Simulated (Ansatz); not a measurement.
Runs of Ansatz 0.2.0 on WS2. The structure is trigonal, space group R3m (No. 160). The conventional cell has a = 3.158 Å, b = 3.158 Å, c = 18.490 Å, α = 90.00°, β = 90.00°, γ = 120.00°. W (site symmetry 3m) is surrounded by 6 S at 2.39 to 2.42 Å. Around S (site symmetry 3m) lie 3 W at 2.42 Å. S (site symmetry 3m) has 3 W at 2.39 Å as nearest neighbours. Measurements of this composition are mostly on another form, of space group No. 194.

| level | gap on the mesh (eV) | pressure (GPa) | relaxed volume (Å³/atom) |
| --- | --- | --- | --- |
| PBE | 1.79 | 0.0 | 21.88 |
| PBE+D4 | (b) | 0.0 | (a) |
| PBE+D3(BJ) | 0.95 | 0.0 | 17.39 |
| PBE+D3(BJ)-ATM | (c) | 0.0 | 17.60 |

Alike in all rows: task relaxation of cell and atoms; potentials or basis Ansatz PAW; no spin polarisation; cell relaxed; k mesh 10 × 10 × 10; cutoff (eV) 420; smearing fermi-dirac 0.05 eV.

Task: Fill in the values left out.

Result: (a) 17.50; (b) 0.98; (c) 1.00.

Caveats: the plane-wave basis is chosen anew once the cell has moved, so the energies of steps on either side of that aren't comparable; spin-orbit coupling is left out, which moves the levels of the heavy elements; the volume moved by over 15 % at a fixed basis, so the end points are rough (some runs).

A k mesh can miss the band edges, and the runs leave out spin-orbit coupling on W.
